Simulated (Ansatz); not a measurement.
**One run on AlFe (R-3m): compressed by 2 % along (1, 1, 1) at fixed volume; anisotropy by the force theorem**

These are results of DFT, PBE, all-electron PAW with datasets made for the crystal, scalar-relativistic in Ansatz 0.2.0, not measurements.

Command: `ansatz run input.yaml --threads 2 --pin off --max-ram 4096MiB --backend cpu --events-out ev --progress --plain --runs-dir out`

```yaml
crystal:
  lattice:
    - [2.9102959362, -0.0292479683, -0.0292479683]
    - [-0.0292479683, 2.9102959362, -0.0292479683]
    - [-0.0292479683, -0.0292479683, 2.9102959362]
  atoms:
    - { symbol: Al, position: [0.0, 0.0, 0.0] }
    - { symbol: Fe, position: [0.5, 0.5, 0.5], spin: 0.8 }
magnetization:
  spin_polarized: true
kpoints:
  mp_grid: { grid: [10, 10, 10] }
scf:
  occupations: { method: fermi_dirac, width: 0.025 }
  lower_state_search: "off"
hamiltonian:
  xc: pbe
  pseudopotentials: { kind: all_electron, datasets: crystal }
output:
  eigenvalues: false
  eigenstates:
    nscf_kmesh: { grid: [15, 15, 15] }
    top_band: c23
    magnetocrystalline_anisotropy:
      directions:
        - [0.57735027, 0.57735027, 0.57735027]
        - [0.70710678, -0.70710678, 0.0]
        - [0.81649658, -0.40824829, -0.40824829]
```

Log:

```
settings of this run that can trade accuracy for cost: output.eigenvalues: false. Do not mix this run's numbers with those of runs without the same settings; the input reference describes each key
hamiltonian.pseudopotentials.datasets: crystal makes datasets for this crystal and solves the spheres of its atoms anew in each pass: cutoff 310.0 eV, the density's 1240.0 eV; for an error of 0.50 meV an atom under PBE, 1.0 meV for the cell; an energy difference from a run of another recipe may be off by several times the error for the cell, under r2SCAN by more, where some 0.1 meV an atom stays a …
band count auto-derived: 19 (N_el = 27.0; filled up to band 14; 18 by the electrons, moments and atoms)
Engine: ansatz 0.2.0
Pseudopotentials: kind: all_electron
Pseudopotential: Al, paw, valence charge 11, recommended cutoff 310 eV (normal), crystal/all_electron/pbe/scalar/gaussian/Al, Koelling and Harmon's equation, gaussian nucleus
Pseudopotential: Fe, paw, valence charge 16, recommended cutoff 310 eV (normal), crystal/all_electron/pbe/scalar/gaussian/Fe, Koelling and Harmon's equation, gaussian nucleus
Functional definition: PBE
  parameter kappa = 0.804
  parameter beta = 0.06672455060314922
  exchange = pbe_x(kappa = kappa, mu = beta*pi^2/3)
  correlation = pbe_c(beta = beta)
Crystal: 2 atoms, lattice volume = 24.642 Å³
Basis set: ecut = 310 eV, 299 PW (Γ), exchange–correlation on 36×36×36 points (8 copies of the dense FFT grid, shifted against one another)
Bands: 19, of which v1, the nominal top of the filled ones, is band 14 counted from 1 (13 counted from 0)
Symmetry: 12 space group operations
Space group: R-3m (ITA 166), of the structure as read, at distance tolerance 2.9e-5 Å
Magnetic group: BNS 166.97 (UNI 1327), of the structure as read, at distance tolerance 2.9e-5 Å
k-points: 116 of 1000
Non-local potential: Al, projectors of the file, l = 0: 3, l = 1: 3
Non-local potential: Fe, projectors of the file, l = 0: 3, l = 1: 2, l = 2: 2
PAW form: soft (Blöchl's): semilocal exchange-correlation on the pseudo side does not see the compensation charge
PAW one-centre angular grid: Al, 110 points (default); XC on its mesh's 1943 points in the sphere
PAW one-centre angular grid: Fe, 590 points (default); XC on its mesh's 1923 points in the sphere
Initial density: superposition of atomic densities (chi_scale 0.1, normalization cell)
Starting moments: Σ|m| = 0.8 μB on 1 of 2 sites
Initial wavefunctions: pseudopotential atomic-orbital guess
Functional: x = pbe(κ = 0.804, μ = 0.2195149727645171), c = pbe(β = 0.06672455060314922)
iter 1 solved again at ethr=4.01e-2 eV; its pass at ethr=1.00e-1 eV (dr2=1.08e1 eV) is discarded
SCF iter   1: F=—  HF=-41244.087286 eV  |F-HF|=—  |Δ(HF+E_count)|=         —  Δρ=1.18e-1 (↑1.18e-1 ↓1.05e-1)  dr2=1.23e1  dr2_m=1.41e-2  M=0.654 μB ∫|m|=0.709 μB  β_m=0.30  ethr=4.01e-2  ⟨swp⟩=2.1  Hψ=23474  notcnv=0
preconditioner: auto → none  [metal: Δε(μ)=0.002 eV  Ē_g=8.583 eV  σ=0.025 eV  W_gap=0.02  n_scr=6 (ndim 8)  ℏωp=24.8 eV  f_vac=0.000  D(μ)=2.50/eV (n_scr^D=26)  sad-step TF]
iter 2 solved again at ethr=7.23e-4 eV; its pass at ethr=4.01e-2 eV (dr2=1.95e-1 eV) is discarded
[...]
SCF iter  16: F=—  HF=-41242.233812 eV  |F-HF|=—  |Δ(HF+E_count)|=   3.84e-5  Δρ=5.00e-4 (↑3.33e-4 ↓5.00e-4)  dr2=1.85e-4  dr2_m=1.96e-6  M=0.775 μB ∫|m|=0.900 μB  β_m=0.53  ethr=8.85e-11  ⟨swp⟩=4.8  Hψ=13332  notcnv=0  recentre
SCF iter  17: F=—  HF=-41242.233779 eV  |F-HF|=—  |Δ(HF+E_count)|=   3.21e-5  Δρ=5.57e-5 (↑5.57e-5 ↓4.92e-5)  dr2=2.87e-6  dr2_m=2.18e-8  M=0.774 μB ∫|m|=0.900 μB  β_m=0.58  ethr=8.85e-11  ⟨swp⟩=5.0  Hψ=13451  notcnv=0
SCF iter  18: F=—  HF=-41242.233779 eV  |F-HF|=—  |Δ(HF+E_count)|=   2.21e-8  Δρ=1.65e-5 (↑1.16e-5 ↓1.65e-5)  dr2=7.10e-9  dr2_m=4.29e-8  M=0.775 μB ∫|m|=0.901 μB  β_m=0.76  ethr=8.85e-11  ⟨swp⟩=4.0  Hψ=11129  notcnv=0
[...]
SCF converged after 19 iterations
Magnetization: 0.7745 μB (13.8872 up, 13.1128 down)
Absolute magnetization: 0.9004 μB (∫|ρ↑−ρ↓|)
Spin contamination: -0.1203 ħ² per cell (⟨S²⟩ above its minimum at these occupations)
Per-site moments (μB) at R_I (Å): [(-0.03248368759585913, 1.0187641390434963), (0.8153776644249089, 1.0187641390434963)]
Free energy (F): -41242.233779 eV
Harris-Foulkes:  -41242.233779 eV  (|F-HF|=4.36e-9)
Internal energy: -41242.229179 eV  (E = F + TS)
E sigma→0 (E₀):  -41242.231479 eV
Entropy (-TS):   -0.004601 eV (-2.300 meV/atom)
Past the cutoff: waves up to 1.5 times it would add -0.000120 eV an atom, which no energy here includes
By the cutoff:   a pressure is off by up to 0.013 GPa (6 times that energy over an atom's volume, and 0.004 GPa: a bound that held against runs at twice the plane waves)
Past the cutoffs: a stress includes 0.0010 GPa for waves and charges beyond them
In the spheres:  the bands' charges fall short by 1.0e-6 e at most (sound up to 1e-3)
Fermi energy:    14.834191 eV
--- Per-component energies (eV) ---
  E_band       = -701.160195
  E_kinetic    = 146.985733
  E_local      = -1974.156576  (includes V_loc(G=0)·N_el)
  E_nonlocal   = -1496.348954
  E_hartree    = 1033.595006
  E_xc         = -64.499529
  E_vxc        = -84.134629  (∫ρ·V_xc dr)
  E_paw        = -43004.973168  (= ΣΔE_a)
  E_vpaw       = -6822.394796  (= ΣTr[D̂ρ^β])
  E_ewald      = -3344.532555
  E_smearing   = -0.004601  (= −TS)
  E_closure    = 7461.700864  (closes the sum)
  Σ components = -41242.233779   (vs F -41242.233779, Δ=0.00e0)
  The terms above E_closure are by the made datasets' own strengths, without shells solved beside the bands.
--- Band table (eV; the first three rows and the last of 232) ---
  k-point 0 ↑: bands = ["-87.3899", "-71.9472", "-48.8454", "-48.8454", "-48.8430", "-38.0318", "-38.0318", "-37.9708", "4.5530", "12.3454", "12.3454", "14.3516", "14.3516", "14.3569", "20.7877", "20.9380", "20.9380"]
  k-point 1 ↑: bands = ["-87.3898", "-71.9468", "-48.8460", "-48.8453", "-48.8431", "-38.0351", "-38.0314", "-37.9721", "4.7359", "12.3249", "12.3967", "14.2494", "14.2514", "14.3641", "19.5106", "21.1051", "21.1935"]
  k-point 2 ↑: bands = ["-87.3896", "-71.9459", "-48.8482", "-48.8451", "-48.8431", "-38.0448", "-38.0304", "-37.9747", "5.2779", "12.1512", "12.5349", "13.9960", "14.0097", "14.3920", "17.5649", "21.8366", "21.9035"]
  k-point 115 ↓: bands = ["-87.3991", "-71.0254", "-48.8674", "-48.8674", "-48.8642", "-37.1660", "-37.1660", "-37.1647", "11.6684", "11.6684", "11.7619", "15.8338", "15.8338", "17.5893", "17.5893", "17.8688", "18.7555"]
settings of this run that can trade accuracy for cost: output.eigenvalues: false. Do not mix this run's numbers with those of runs without the same settings; the input reference describes each key
```

magnetocrystalline_anisotropy.tsv:

```
# direction_x	direction_y	direction_z	energy_mev	energy_tetrahedra_mev	beyond_first_order_mev	atom_0_mev	atom_1_mev	spread_mev	spread_tetrahedra_mev	orbital_0_along_direction_mub	orbital_1_along_direction_mub
# format = ansatz-magnetocrystalline-anisotropy/3
# nscf_kmesh_grid = 15 15 15
# nscf_kmesh_shift = 0 0 0
# n_bands = 37
# occupation_method = fermi_dirac
# smearing_width_ev = 0.025
# xc_rung = gga
# a1_ang = 2.9103 -0.029248 -0.029248
# a2_ang = -0.029248 2.9103 -0.029248
# a3_ang = -0.029248 -0.029248 2.9103
# atom = 0 Al 0 0 0
# atom = 1 Fe 0.5 0.5 0.5
# kernel_functional = own
# kernel_scale = 1.0194
# goldstone_residual = 0.018343
# bands_end_over_fermi_ev = 41.292
# easy_direction_run = 2
# easy_direction_tetrahedra = 2
0.57735	0.57735	0.57735	0	0	0.00024719	0	0	0	0	0.00025756	0.049979
0.70711	-0.70711	0	-0.020638	-0.028245	0.00025648	0.00026762	-0.021141	0.055661	0.11613	0.00021851	0.04814
0.8165	-0.40825	-0.40825	-0.020642	-0.028868	0.00025658	0.00026751	-0.021153	0.055868	0.11513	0.00021853	0.048141
```

Site moments (μB): Al1 -0.03, Fe2 0.82. Cell moment 0.77 μB.

The spread over coarser sub-meshes exceeds the differences between directions, so this mesh may not resolve the easy direction.

The magnetic group in the log treats spin as a scalar label, without spin–orbit coupling.

The Ansatz runs typed with the search for lower states off end where their start leads. The program couldn't verify every level among the many empty bands that the force theorem sums over. None of this fixes the real material's magnetic order: only patterns that fit the cell were computed, at zero temperature, with a functional that can overstate moments.

It took 98 s on 2 threads of Arm Neoverse V1, with other jobs on the host, peak memory 0.99 GiB.
